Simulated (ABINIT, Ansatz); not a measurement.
An input for ABINIT 10.8.3 (CdTe (F-43m)):

```
acell 3*1.0 Angstrom
rprim 
  0.000000000000 3.240000000000 3.240000000000
  3.240000000000 0.000000000000 3.240000000000
  3.240000000000 3.240000000000 0.000000000000
ntypat 2
znucl 48 52
natom 2
typat 1 2
xred 
  0.000000000000 0.000000000000 0.000000000000
  0.250000000000 0.250000000000 0.250000000000
pp_dirpath "pseudos"
pseudos "Cd.upf, Te.upf"
ecut 47
ngkpt 6 6 6
nshiftk 1
shiftk 0.11 0.21 0.31
kptopt 3
chksymbreak 0
iscf -2
irdden 1
istwfk *1
nband 36
nbdbuf 4
tolwfr 1e-09
nstep 60
prtvol 0
indata_prefix "in"
outdata_prefix "out"
tmpdata_prefix "tmp"
```

```sh
OMP_NUM_THREADS=1 mpirun -n 8 abinit run.abi > log
```

Q: Estimate wall time and host memory on 8 MPI ranks of Arm Neoverse N1, shared host.

It took 5.4 min; on shared hardware allow 2.7 min to 11 min. Peak host memory was 1.4 GiB.

[Paths, hosts, dates, memory and timing lines, banners, echoed tables and standing remarks are left out of the program output.]

[Logs are printed without paths, hosts, clocks, repeated set-up lines and the standing remarks that a program may print on its own settings, such as how far it seeks lower states.]

[Runs of the session that timed out or met a known fault of the program may be left out.]

[No measured gap is set beside runs whose start may be inverted or whose files or cutoffs have a known fault.]

[Hosts, paths, dates, database ids (printed as entryN), source tags and the programs' standing remarks are cut or masked in the printed files.]

[G0W0 gaps are taken among the corrected bands and points alone; a level outside them can change the order at an edge.]

[Where Ansatz stands beside ABINIT at settings called matched, ABINIT's density can come from a denser mesh and the files from another edition; pairs whose starting gaps differed by over 0.03 eV were left out, so agreement reads better than it is.]
